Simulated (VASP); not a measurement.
## Mn in VASP: convergence with k mesh

Input of the first run (k mesh 3 × 3 × 1); the others differ in this setting and in those tied to it:

INCAR

```
SYSTEM = Mn
  PREC = Accurate
  ENCUT = 520
  EDIFF = 1E-6
  ISMEAR = 0
  SIGMA = 0.02
  LREAL = .False.
  LASPH = .True.
  NELM = 150
  ALGO = Normal
  ISIF = 2
  LWAVE = .False.
  LCHARG = .False.
  ISPIN = 2
  MAGMOM = 4 4 4 4 4
  LORBIT = 11
  LMAXMIX = 4
  GGA = PS
  NBANDS = 44
```

Contents of KPOINTS:

```
regular mesh
0
Gamma
  3 3 1
  0 0 0
```

File POSCAR:

```
Mn
1.0
    2.7315534957      0.0000000000      0.0000000000
   -1.3657767479      2.3655947191      0.0000000000
    0.0000000000      0.0000000000     23.9212163595
Mn
5
Direct
    0.6666666667      0.3333333333      0.3135292072
    0.3333333333      0.6666666667      0.4067646036
    0.0000000000      0.0000000000      0.5000000000
    0.6666666667      0.3333333333      0.5932353964
    0.3333333333      0.6666666667      0.6864707928
```

Potentials or basis: VASP PAW PBE potentials, release 64 (Mn_pv).

Launch:

```bash
$ cat potpaw_PBE.64/Mn_pv/POTCAR > POTCAR
$ mpirun -np 1 vasp_std > vasp.out
```

Hardware: 1 thread of Intel(R) Xeon(R) Platinum 8259CL CPU @ 2.50GHz (Skylake/Cascade Lake), with other jobs on the host.

| k mesh | energy less the tightest run, at zero smearing (meV/atom) | largest force (eV/Å) | largest site moment (μB) | SCF cycles | CPU time (s) | peak memory (GiB) |
| --- | --- | --- | --- | --- | --- | --- |
| 3 × 3 × 1 | 25.24 | 0.485 | 3.85 | 32 | 200 | 0.31 |
| 4 × 4 × 1 | 8.60 | 0.662 | 3.58 | 58 | 320 | 0.33 |
| 5 × 5 × 1 | timed out after 920 s | - | - | - | - | - |
| 6 × 6 × 1 | 0.00 | 0.450 | 3.66 | 46 | 400 | 0.34 |
| 8 × 8 × 1 | timed out after 910 s | - | - | - | - | - |

Not settled before the last step: the energy (to 1 meV/atom), the largest force (to 0.005 eV/Å), the largest site moment (to 0.02 μB). Meshes of other sizes hit other points, so gaps and Fermi surfaces needn't settle smoothly. The tightest run that finished is the yardstick and may itself not be fully converged.

Caveat, for the tightest run too: the k mesh is coarse (spacing up to 0.44 Å⁻¹), so the values aren't converged; the bands computed are all filled at some k points, so no gap is given; the PAW data sets were made with another functional, which shifts forces and pressure a little.
